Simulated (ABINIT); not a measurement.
Write the native input for ABINIT 10.8.3 (patched build) that does the following.

```
Task                                            : density of states
Functional                                      : RPBE
Potentials or basis                             : JTH PAW PBE v2.0
Cutoff                                          : 884 eV
k mesh                                          : 6 × 6 × 6
Occupations                                     : fermi-dirac, width 0.1 eV
Spin                                            : collinear spin, ferromagnetic start
Starting moments                                : [6.0] μB
Hubbard terms                                   : Tb f U = 6 eV
Double counting (usepawu)                       : 1
Occupation projector (dmatpuopt)                : 1
Model dielectric constant (diemac)              : 1000
k mesh for the DOS                              : 8 × 8 × 8
Fine-grid cutoff                                : 1483.02 eV
Exchange and correlation inside the PAW spheres : full angular mesh (pawxcdev 0, this build's default; the released program takes 1)
```

The structure of Tb lies in POSCAR:

```
Tb
1.0
   -2.0100000000      2.0100000000      2.0100000000
    2.0100000000     -2.0100000000      2.0100000000
    2.0100000000      2.0100000000     -2.0100000000
Tb
1
Direct
    0.0000000000      0.0000000000      0.0000000000  Tb
```

This isn't the form of Tb at room conditions, which is hcp.

The input as run:

run.abi

```
# Datasets: ground state, then fixed potential
ndtset 2

# Pseudopotentials
pp_dirpath "./"
pseudos "Tb.GGA_PBE-JTH.xml"

# Structure
structure "poscar:POSCAR"
natom 1

# Plane-wave basis
ecut 32.5
pawecutdg 54.5

# Exchange and correlation
ixc 15

# Bands and occupations
occopt 3
tsmear 0.00367493

# Spin
nsppol 2
spinat
     0.0000000000     0.0000000000     6.0000000000

# DFT+U
usepawu 1
lpawu 3
upawu 6.0 eV
jpawu 0.0 eV
dmatpuopt 1

# SCF cycle
nstep 100
diemac 1000.0

# Output
iomode 3
prtwf 0
prteig 0
prtebands 0
enunit 2
prtden1 1

# Dataset 1
kptopt1 1
ngkpt1 6 6 6
nshiftk1 1
shiftk1 0.0 0.0 0.0
nband1 18
tolvrs1 1.0e-9

# Dataset 2: density of states
iscf2 -3
getden2 1
nband2 20
nbdbuf2 2
tolwfr2 1.0e-10
kptopt2 1
ngkpt2 8 8 8
nshiftk2 1
shiftk2 0.0 0.0 0.0
prtdos2 2
dosdeltae2 0.02 eV
```

Potentials or basis: JTH PAW PBE v2.0.

Launch:

```sh
$ abinit run.abi > log 2>&1
```

Results of the run:

```json
{
 "Pressure": "2.5 GPa",
 "Band gap on the k mesh": "none (metal or under the smearing width)",
 "Net moment": "6.68 μB per cell",
 "Site moments": "Tb +6.26 μB",
 "Valence electrons inside the program's atomic spheres": "Tb 16.46 (radii [1.3244] Å)"
}
```

Caveat: the k mesh is coarse (spacing up to 0.37 Å⁻¹), so the values aren't converged; the magnetic or orbital state may not be the lowest; the PAW data sets were made with another functional, which shifts forces and pressure a little; spin-orbit coupling is left out, which moves the levels of the heavy elements.

Wall time 2.1 min on 1 thread of Intel(R) Xeon(R) Platinum 8488C (Sapphire Rapids), with other jobs on the host, peak memory 0.19 GiB.
